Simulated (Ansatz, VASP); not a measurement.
Two plane-wave programs on GaN

```
CELL_PARAMETERS angstrom
0.00000 2.24895 2.24895
2.24895 0.00000 2.24895
2.24895 2.24895 0.00000
ATOMIC_POSITIONS crystal
Ga 0.00000 0.00000 0.00000
N 0.25000 0.25000 0.25000
```

Alike in both runs: task single point; functional r2SCAN; k mesh 8 × 8 × 8; no spin polarisation.

|  | VASP | Ansatz |
| --- | --- | --- |
| version | VASP 6.6.1 | Ansatz 0.2.0 |
| potentials or method | VASP PAW PBE potentials, release 64 (Ga_d, N) | plane waves, PAW |
| plane-wave cutoff (eV) | 520 | 500 |
| occupations | gaussian, width 0.01 eV | fixed |
| valence electrons in the cell | 18 | 18 |

|  | VASP | Ansatz | Ansatz less VASP |
| --- | --- | --- | --- |
| gap on the k mesh at the Fermi level (eV) | 2.16 | 2.17 | +0.009 |

Caveats: the PAW data sets were made with another functional, which shifts forces and pressure a little (VASP). r2SCAN opens gaps a little over a GGA but as a rule still falls short of measured ones.
